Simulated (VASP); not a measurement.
Here is a VASP 6.6.1 calculation.

Contents of INCAR:

```
ALGO     = Normal         # electronic algorithm
EDIFF    = 1E-6           # SCF threshold, eV
ENCUT    = 520            # plane-wave cutoff, eV
ISIF     = 2              # what is computed and relaxed
ISMEAR   = 0              # smearing method
KPAR     = 8            
LASPH    = T              # aspherical terms in the spheres
LCHARG   = F              # write CHGCAR
LMIXTAU  = T            
LREAL    = F              # projectors in reciprocal space
LWAVE    = F              # write WAVECAR
METAGGA  = R2SCAN         # meta-GGA
NBANDS   = 36             # bands
NELM     = 150            # most SCF steps
PREC     = Accurate       # precision mode
SIGMA    = 0.03           # smearing width, eV
```

File KPOINTS:

```
k-points
0
Gamma
  8 8 8
```

The input POSCAR:

```
AlGaN2                                  
1.0
   -2.2366668904      2.2366668904      4.4755335065
    2.2366668904     -2.2366668904      4.4755335065
    2.2366668904      2.2366668904     -4.4755335065
  Al              Ga              N             
     2     2     4
Direct
     1.0000000000000000    1.0000000000000000    1.0000000000000000
     0.7500000000000000    0.2500000000000000    0.5000000000000000
     0.2500000000000000    0.7500000000000000    0.5000000000000000
     0.5000000000000000    0.5000000000000000    1.0000000000000000
     0.3750000000000000    0.8888005630315071    0.0138005630315071
     0.8750000000000000    0.3611994369684858    0.9861994369684929
     0.6388005630315071    0.6250000000000000    0.5138005630315071
     0.1111994369684929    0.1250000000000000    0.4861994369684858
```

Potentials or basis: VASP PAW PBE potentials, release 64 (Al, Ga_d, N).

Launch:

```sh
$ cat potpaw_PBE.64/Al/POTCAR potpaw_PBE.64/Ga_d/POTCAR potpaw_PBE.64/N/POTCAR > POTCAR
$ mpirun -np 8 vasp_std > vasp.out
```

Problem. Estimate the band gap on the k mesh.

Solution. 3.23 eV, direct.

Problem. What does it give for the largest force?

Solution. 0.024 eV/Å.

Forces on the atoms (eV/Å):
```
Al   0.000  0.000  0.000
Al   0.000  0.000  0.000
Ga   0.000  0.000  0.000
Ga   0.000  0.000  0.000
N   -0.024  0.000  0.000
N    0.024  0.000  0.000
N    0.000 -0.024  0.000
N    0.000  0.024  0.000
```

Caveat: the PAW data sets were made with another functional, which shifts forces and pressure a little. A k mesh can miss the band edges.
